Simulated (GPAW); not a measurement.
BP, 2 atoms in the cell. Symmetry: F-43m, No. 216, cubic system. Conventional cell: a = 4.538 Å, b = 4.538 Å, c = 4.538 Å, α = 90.00°, β = 90.00°, γ = 90.00°. P (site symmetry -43m) is surrounded by 4 B at 1.97 Å. Around B (site symmetry -43m) lie 4 P at 1.97 Å. 

- Program: GPAW 26.7.0
- Task: band structure
- Functional: vdW-DF
- Potentials or basis: GPAW PAW data sets (gpaw-data 1.2.1)
- Cutoff: 800 eV
- Basis: pw
- k mesh: 10 × 10 × 10
- Occupations: fermi-dirac, width 0.05 eV
- Spin: no spin polarisation
- Maxiter: 150
- Band path: GXWKGLUWLK,UX
- Band points: 80

Potentials or basis: GPAW PAW data sets (gpaw-data 1.2.1), pw.

The run is started by

```sh
$ OMP_NUM_THREADS=1 python run.py
```

Hardware: 1 thread of Arm Neoverse V1 (shared host).

Estimate the wall time of this run.

Wall time 30 s on 1 thread of Arm Neoverse V1, with other jobs on the host, peak memory 0.23 GiB. Counts: scf iterations 13, plane waves 1243, bands 11, k points 47.
